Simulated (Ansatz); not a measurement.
**AlN: the gap from level to level**

A database entry relaxed whole under r2SCAN at zero pressure (P6_3mc, No. 186):

```
Al N
1.0
     3.10659    0.00000    0.00000
    -1.55329    2.69038    0.00000
     0.00000    0.00000    4.97814
Al N
2 2
Direct
  0.33333 0.66667 0.99919
  0.66667 0.33333 0.49919
  0.33333 0.66667 0.38081
  0.66667 0.33333 0.88081
```

Its volume is 10.40 Å³ an atom, -0.5 % against the entry's 10.45, which is old or was flagged in a check.

Single points on this cell with plane-wave PAW DFT (Ansatz 0.2.0; r2SCAN 500 eV, hybrids 420 eV; fermi-dirac occupations of width 0.020 eV; no moments): r2SCAN on a 12×12×6 Γ-centred mesh; HSE06 on a 6×6×4 Γ-centred mesh; PBE0 on a 6×6×4 Γ-centred mesh.

Q: How do gap, pressure and charges move from level to level?

A: The runs give:

| level | gap (eV), or kind | pressure (GPa) | Bader charge of Al (e) | Bader charge of N (e) |
| --- | --- | --- | --- | --- |
| r2SCAN | 4.87 | 0.0 | +2.49 | -2.49 |
| HSE06 | 5.60 | -0.7 | +2.47 | -2.47 |
| PBE0 | 6.33 | -0.7 | +2.47 | -2.47 |

Under r2SCAN the gap is 4.87 eV, over mesh and band path. HSE06 moves it by +0.73 eV and PBE0 by +1.45 eV; PBE0 keeps its exact exchange at long range, which widens the gap over HSE06's by 0.73 eV on their common mesh.

Caveats: the relaxation kept the start's symmetry; HSE06 is read on its mesh and at the zone's corners, PBE0 on its mesh alone; hybrid pressures are good to a few tenths of a GPa; pressure is positive in compression.
